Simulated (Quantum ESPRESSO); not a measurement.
## B: energy-loss spectrum under several settings

```
CELL_PARAMETERS angstrom
1.88524 0.00000 0.00000
0.00000 1.88524 0.00000
0.00000 0.00000 1.88524
ATOMIC_POSITIONS crystal
B 0.50000 0.50000 0.50000
```

The cell was built by a generator and needn't be a form met in nature.

All runs used Quantum ESPRESSO 7.5; potentials GBRV 1.5 LDA; k mesh 10 × 10 × 10, shifted; given cell; no spin polarisation; cutoff 612 eV; occupations fermi-dirac, width 0.05 eV.

| level | approximation | q (Å⁻¹) | direction | peak of the loss (eV) | height |
| --- | --- | --- | --- | --- | --- |
| LDA | RPA with local fields | 0.10 | 100 | 29.4 | 3.82 |
| LDA | RPA with local fields | 0.50 | 100 | ? | ? |
| LDA | RPA with local fields | 0.75 | 100 | 28.0 | 2.39 |
| LDA | RPA with local fields | 1.00 | 100 | 29.2 | 2.06 |

Question: What stands in the row left open?

Answer: Peak of the loss 27.0 eV; height 2.59.

Caveats: the wave vector is under the mesh spacing, so the intraband response is poorly sampled (some runs).

For the row left open. Caveat: the k mesh is coarse.
